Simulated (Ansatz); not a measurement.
# Si, space group Imma: a convergence test of the k-point mesh

Computed with Ansatz 0.2.0 through its Python package.

Notebook, run cell by cell (the value of a cell's last expression is shown):

In [1]:
```python
import warnings

import ansatz
```

In [2]:
```python
warnings.simplefilter("ignore", ansatz.DeckWarning)
```

In [3]:
```python
cell = (
    ansatz.Lattice.from_parameters(4.502, 4.737, 2.55, alpha=90, beta=90, gamma=90)
    .space_group(74, hermann_mauguin="Imma")
    .atom("Si", [0.0, 0.25, 0.057])
    .primitive()
)
```

In [4]:
```python
len(cell.resolved().sites)
```
Out [4]:
```text
2
```

In [5]:
```python
model = (
    cell.calculation()
    .functional("pbe")
    .basis(17 * ansatz.Ha)
    .occupations("fermi_dirac", width=100 * ansatz.meV)
)
```

In [6]:
```python
rows = []
for value in [(3, 3, 3), (5, 5, 5), (6, 6, 6), (8, 8, 8), (10, 10, 10), (12, 12, 12)]:
    summary = model.kpoints(*value).run(threads=1, backend="cpu").report
    rows.append((value, summary["free_energy_ev"] / len(summary["lattice"]["sites"]), summary["n_iterations"], summary["n_kpoints"]))
```

In [7]:
```python
print("        mesh   F/atom (eV)    iterations      k-points")
for row in rows:
    print(f"{str(row[0]):>12s}  {row[1]:12.5f}  {row[2]:12d}  {row[3]:12d}")
```
```text
        mesh   F/atom (eV)    iterations      k-points
   (3, 3, 3)    -635.44684             6             8
   (5, 5, 5)    -635.40491             6            27
   (6, 6, 6)    -635.43275             6            46
   (8, 8, 8)    -635.44862             6            95
(10, 10, 10)    -635.44516             6           171
(12, 12, 12)    -635.44819             6           280
```

In [8]:
```python
for row in rows[:-1]:
    shift = 1000 * (row[1] - rows[-1][1])
    print(f"{row[0]}: {shift:+.2f} meV/atom" + ("  (within 2 meV)" if abs(shift) < 2 else ""))
```
```text
(3, 3, 3): +1.35 meV/atom  (within 2 meV)
(5, 5, 5): +43.27 meV/atom
(6, 6, 6): +15.44 meV/atom
(8, 8, 8): -0.44 meV/atom  (within 2 meV)
(10, 10, 10): +3.02 meV/atom
```

Notes:
- A row within the bound is followed by one outside it, so the series isn't shown to be converged.
- This isn't the structure that Si takes at ambient conditions.
- Shifts are counted from the finest mesh, which is itself no proven limit.
- Hardware and time: 6.6 s on 1 thread of Arm Neoverse V2, with other jobs on the host, peak memory 0.39 GiB.
